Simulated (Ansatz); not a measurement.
Input, command and steps of an Ansatz relaxation.

```yaml
crystal:
  lattice:
    - [11.4455091705, 0.0, 0.0]
    - [0.0, 4.0232845669, 0.0]
    - [0.0, 0.0, 4.4542011089]
  atoms:
    - { symbol: Sn, position: [0.1215423555, 0.25, 0.1300059133] }
    - { symbol: Sn, position: [0.3784576445, 0.75, 0.6300059133] }
    - { symbol: Sn, position: [0.6215423555, 0.25, 0.3699940867] }
    - { symbol: Sn, position: [0.8784576445, 0.75, 0.8699940867] }
    - { symbol: S, position: [0.8498958213, 0.25, 0.4774431144] }
    - { symbol: S, position: [0.6501041787, 0.75, 0.9774431144] }
    - { symbol: S, position: [0.3498958213, 0.25, 0.0225568856] }
    - { symbol: S, position: [0.1501041787, 0.75, 0.5225568856] }
basis:
  ecutwfc: 420
kpoints:
  mp_grid: { grid: [4, 8, 6] }
hamiltonian:
  xc: lda
scf:
  occupations: { method: gaussian, width: 0.02 }
output:
  forces: true
  stress: true
  eigenvalues: true
relax:
  adjacent_minimum: "off"
  f_tol: 0.005
  max_steps: 50
  cell: { stress_tol: 0.05 }
```

```bash
ansatz run input.yaml --threads 2 --pin off --max-ram 5120MiB --backend cpu --events-out ev --progress --plain --runs-dir out
```

Level of theory: Ansatz 0.2.0, DFT LDA, scalar-relativistic, plane waves, PAW.

Of 8 frames 8 are shown, positions in Å and forces in eV/Å; the SCF threshold varies from step to step. Steps run on the plane waves of an earlier cell, with a Pulay correction in the pressure. The basis is chosen afresh for the last frame, the zero of the energies, and at times for earlier ones too; energy and pressure step there, also at an unchanged geometry.

```xyz
8
Lattice="11.4455 0.0000 0.0000 0.0000 4.0233 0.0000 0.0000 0.0000 4.4542" Properties=species:S:1:pos:R:3:forces:R:3 pbc="T T T" step=1 free_energy_over_end_meV_per_atom=38.98 pressure_GPa=-4.27
Sn    1.3911    1.0058    0.5791    0.1655    0.0000    0.1226
Sn    4.3316    3.0175    2.8062   -0.1655    0.0000    0.1226
Sn    7.1139    1.0058    1.6480    0.1655    0.0000   -0.1226
Sn   10.0544    3.0175    3.8751   -0.1655    0.0000   -0.1226
S     9.7275    1.0058    2.1266   -0.0907    0.0000    0.1058
S     7.4408    3.0175    4.3537    0.0907    0.0000    0.1058
S     4.0047    1.0058    0.1005   -0.0907    0.0000   -0.1058
S     1.7180    3.0175    2.3276    0.0907    0.0000   -0.1058
8
Lattice="10.9176 0.0000 0.0000 0.0000 3.8527 0.0000 0.0000 0.0000 4.2373" Properties=species:S:1:pos:R:3:forces:R:3 pbc="T T T" step=2 free_energy_over_end_meV_per_atom=6.12 pressure_GPa=2.19
Sn    1.2896    0.9632    0.5242   -0.2286    0.0000   -0.1529
Sn    4.1692    2.8895    2.6428    0.2286    0.0000   -0.1529
Sn    6.7484    0.9632    1.5945   -0.2286    0.0000    0.1529
Sn    9.6280    2.8895    3.7131    0.2286    0.0000    0.1529
S     9.3084    0.9632    1.9842    0.1552    0.0000   -0.1160
S     7.0680    2.8895    4.1029   -0.1552    0.0000   -0.1160
S     3.8496    0.9632    0.1344    0.1552    0.0000    0.1160
S     1.6092    2.8895    2.2530   -0.1552    0.0000    0.1160
8
Lattice="10.9049 0.0000 0.0000 0.0000 3.9251 0.0000 0.0000 0.0000 4.2723" Properties=species:S:1:pos:R:3:forces:R:3 pbc="T T T" step=3 free_energy_over_end_meV_per_atom=1.59 pressure_GPa=-0.15
Sn    1.2693    0.9813    0.4634    0.0481    0.0000    0.0116
Sn    4.1832    2.9438    2.5995   -0.0481    0.0000    0.0116
Sn    6.7217    0.9813    1.6727    0.0481    0.0000   -0.0116
Sn    9.6356    2.9438    3.8089   -0.0481    0.0000   -0.0116
S     9.3115    0.9813    2.0753   -0.0070    0.0000   -0.0648
S     7.0458    2.9438    4.2114    0.0070    0.0000   -0.0648
S     3.8590    0.9813    0.0608   -0.0070    0.0000    0.0648
S     1.5934    2.9438    2.1969    0.0070    0.0000    0.0648
8
Lattice="10.9757 0.0000 0.0000 0.0000 3.9480 0.0000 0.0000 0.0000 4.2556" Properties=species:S:1:pos:R:3:forces:R:3 pbc="T T T" step=4 free_energy_over_end_meV_per_atom=1.05 pressure_GPa=-0.45
Sn    1.2862    0.9870    0.5490   -0.0245    0.0000   -0.0313
Sn    4.2016    2.9610    2.6768    0.0245    0.0000   -0.0313
Sn    6.7741    0.9870    1.5788   -0.0245    0.0000    0.0313
Sn    9.6895    2.9610    3.7066    0.0245    0.0000    0.0313
S     9.3691    0.9870    1.9750    0.0233    0.0000    0.0204
S     7.0945    2.9610    4.1028   -0.0233    0.0000    0.0204
S     3.8812    0.9870    0.1528    0.0233    0.0000   -0.0204
S     1.6066    2.9610    2.2806   -0.0233    0.0000   -0.0204
8
Lattice="10.9792 0.0000 0.0000 0.0000 3.9585 0.0000 0.0000 0.0000 4.1606" Properties=species:S:1:pos:R:3:forces:R:3 pbc="T T T" step=5 free_energy_over_end_meV_per_atom=-0.30 pressure_GPa=0.09
Sn    1.2892    0.9896    0.4557    0.0270    0.0000   -0.0030
Sn    4.2004    2.9689    2.5360   -0.0270    0.0000   -0.0030
Sn    6.7788    0.9896    1.6246    0.0270    0.0000    0.0030
Sn    9.6900    2.9689    3.7049   -0.0270    0.0000    0.0030
S     9.3777    0.9896    1.9616   -0.0197    0.0000    0.0060
S     7.0911    2.9689    4.0419    0.0197    0.0000    0.0060
S     3.8881    0.9896    0.1187   -0.0197    0.0000   -0.0060
S     1.6015    2.9689    2.1989    0.0197    0.0000   -0.0060
8
Lattice="10.9657 0.0000 0.0000 0.0000 3.9502 0.0000 0.0000 0.0000 4.1926" Properties=species:S:1:pos:R:3:forces:R:3 pbc="T T T" step=6 free_energy_over_end_meV_per_atom=-0.42 pressure_GPa=-0.01
Sn    1.2909    0.9876    0.4587    0.0015    0.0000    0.0057
Sn    4.1919    2.9627    2.5550   -0.0015    0.0000    0.0057
Sn    6.7737    0.9876    1.6376    0.0015    0.0000   -0.0057
Sn    9.6748    2.9627    3.7339   -0.0015    0.0000   -0.0057
S     9.3644    0.9876    1.9877    0.0050    0.0000    0.0025
S     7.0841    2.9627    4.0840   -0.0050    0.0000    0.0025
S     3.8815    0.9876    0.1086    0.0050    0.0000   -0.0025
S     1.6013    2.9627    2.2049   -0.0050    0.0000   -0.0025
8
Lattice="10.9757 0.0000 0.0000 0.0000 3.9538 0.0000 0.0000 0.0000 4.1843" Properties=species:S:1:pos:R:3:forces:R:3 pbc="T T T" step=7 free_energy_over_end_meV_per_atom=-0.44 pressure_GPa=0.00
Sn    1.2934    0.9885    0.4575   -0.0016    0.0000   -0.0025
Sn    4.1944    2.9654    2.5497    0.0016    0.0000   -0.0025
Sn    6.7813    0.9885    1.6346   -0.0016    0.0000    0.0025
Sn    9.6823    2.9654    3.7268    0.0016    0.0000    0.0025
S     9.3730    0.9885    1.9827    0.0000    0.0000   -0.0031
S     7.0906    2.9654    4.0748    0.0000    0.0000   -0.0031
S     3.8851    0.9885    0.1095    0.0000    0.0000    0.0031
S     1.6027    2.9654    2.2017    0.0000    0.0000    0.0031
8
Lattice="10.9757 0.0000 0.0000 0.0000 3.9538 0.0000 0.0000 0.0000 4.1843" Properties=species:S:1:pos:R:3:forces:R:3 pbc="T T T" step=8 free_energy_over_end_meV_per_atom=0.00 pressure_GPa=0.00
Sn    1.2934    0.9885    0.4575   -0.0023    0.0000   -0.0029
Sn    4.1944    2.9654    2.5497    0.0023    0.0000   -0.0029
Sn    6.7813    0.9885    1.6346   -0.0023    0.0000    0.0029
Sn    9.6823    2.9654    3.7268    0.0023    0.0000    0.0029
S     9.3730    0.9885    1.9827    0.0005    0.0000   -0.0035
S     7.0906    2.9654    4.0748   -0.0005    0.0000   -0.0035
S     3.8851    0.9885    0.1095    0.0005    0.0000    0.0035
S     1.6027    2.9654    2.2017   -0.0005    0.0000    0.0035
```

Time: 3.3 min on 2 threads of Intel(R) Xeon(R) Platinum 8259CL CPU @ 2.50GHz (Skylake/Cascade Lake), on a shared host, peak memory 0.79 GiB.